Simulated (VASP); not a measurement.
Crystal: SiNi2.

```
CELL_PARAMETERS angstrom
3.83600 0.00000 0.00000
-1.91800 3.32207 0.00000
0.00000 0.00000 4.94800
ATOMIC_POSITIONS crystal
Ni 0.66667 0.33333 0.75000
Ni 0.33333 0.66667 0.25000
Ni 0.00000 0.00000 0.50000
Ni 0.00000 0.00000 0.00000
Si 0.66667 0.33333 0.25000
Si 0.33333 0.66667 0.75000
```

```yaml
Program: VASP 6.6.1
Task: single point
Functional: PBE
Potentials_or_basis: VASP PAW PBE potentials, release 64 (Ni, Si)
Cutoff: 520 eV
k_mesh: 8 × 8 × 6
Occupations: fermi-dirac, width 0.05 eV
Spin: collinear spin, ferromagnetic start
Starting_moments: "[1.0, 1.0, 1.0, 1.0, 0.0, 0.0] μB"
```

On this cell: pressure 11.3 GPa; largest force under 0.003 eV/Å; net moment 0.00 μB per cell; band gap on the k mesh none (metal or under the smearing width).

The same run follows on a disturbed copy (atoms moved at random, drawn with an rms of 0.05 Å):

```
Ni Si
1.0
     3.83600    0.00000    0.00000
    -1.91800    3.32207    0.00000
     0.00000    0.00000    4.94800
Ni Si
4 2
Direct
  0.66717 0.32320 0.74099
  0.31790 0.65880 0.24888
  0.99895 0.98987 0.50517
  0.99740 0.99815 0.99855
  0.67385 0.32318 0.25008
  0.33437 0.66910 0.75833
```

Q: What does the disturbed cell give?

A: The energy (extrapolated to zero smearing) moves by +13.8 meV/atom; pressure 12.0 GPa; largest force 1.188 eV/Å; net moment 0.00 μB per cell; band gap on the k mesh none (metal or under the smearing width).

Forces in eV/Å, atoms in the order of the input:
```
Ni  -0.270  0.528  0.228
Ni   1.179  0.056  0.135
Ni  -0.092  0.051 -0.458
Ni   0.031 -0.098  0.212
Si  -1.113  0.018 -0.018
Si   0.265 -0.554 -0.098
```

Stress tensor (GPa, compression positive):
```
12.75  1.95  0.00
 1.95 14.92 -0.02
 0.00 -0.02  8.29
```
